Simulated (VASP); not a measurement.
Runs of VASP 6.6.1 on CdSe. It takes space group P6_3mc (No. 186, hexagonal). Conventional cell: a = 4.346 Å, b = 4.346 Å, c = 7.090 Å, α = 90.00°, β = 90.00°, γ = 120.00°. Around Cd (site symmetry 3m) lie 4 Se at 2.66 to 2.67 Å. Se (site symmetry 3m) has 4 Cd at 2.66 to 2.67 Å as nearest neighbours. The cell is a database's computed one.

| task | level | potentials or basis | cell | k mesh | cutoff (eV) | mesh quality | gap on the mesh (eV) | pressure (GPa) | relaxed volume (Å³/atom) |
| --- | --- | --- | --- | --- | --- | --- | --- | --- | --- |
| relaxation of cell and atoms | LDA | VASP PAW LDA potentials, release 64 (Cd, Se) | relaxed | 9 × 9 × 6 | 600 | not flagged | 0.48 | 0.0 | 27.32 |
| single point | PBEsol | VASP PAW PBE potentials, release 64 (Cd, Se) | as given | 9 × 9 × 6 | 520 | not flagged | 0.48 | -1.2 | - |
| relaxation of cell and atoms | PBEsol | VASP PAW PBE potentials, release 64 (Cd, Se) | relaxed | 9 × 9 × 6 | 600 | not flagged | 0.53 | 0.0 | 28.29 |
| relaxation of cell and atoms | PBEsol | VASP PAW PBE potentials, release 64 (Cd, Se) | relaxed | 9 × 9 × 6 | 580 | not flagged | 0.53 | 0.0 | 28.29 |
| relaxation of cell and atoms | RPBE | VASP PAW PBE potentials, release 64 (Cd, Se) | relaxed | 9 × 9 × 6 | 600 | not flagged | 0.61 | 0.0 | (a) |
| relaxation of cell and atoms | PBEsol | VASP PAW PBE potentials, release 64 (Cd, Se) | relaxed | 3 × 3 × 2 | 600 | coarse | (b) | 0.0 | 28.50 |

Alike in all rows: no spin polarisation; smearing gaussian 0.02 eV.

Q: Fill in the values left out.

A: (a) 31.18; (b) 0.51.

Caveats: some runs use coarse meshes; the PAW data sets were made with another functional, which shifts forces and pressure a little (some runs).

A k mesh can miss the band edges, and the runs leave out spin-orbit coupling on Cd, Se.

Runs at the PBE level aren't shown here.
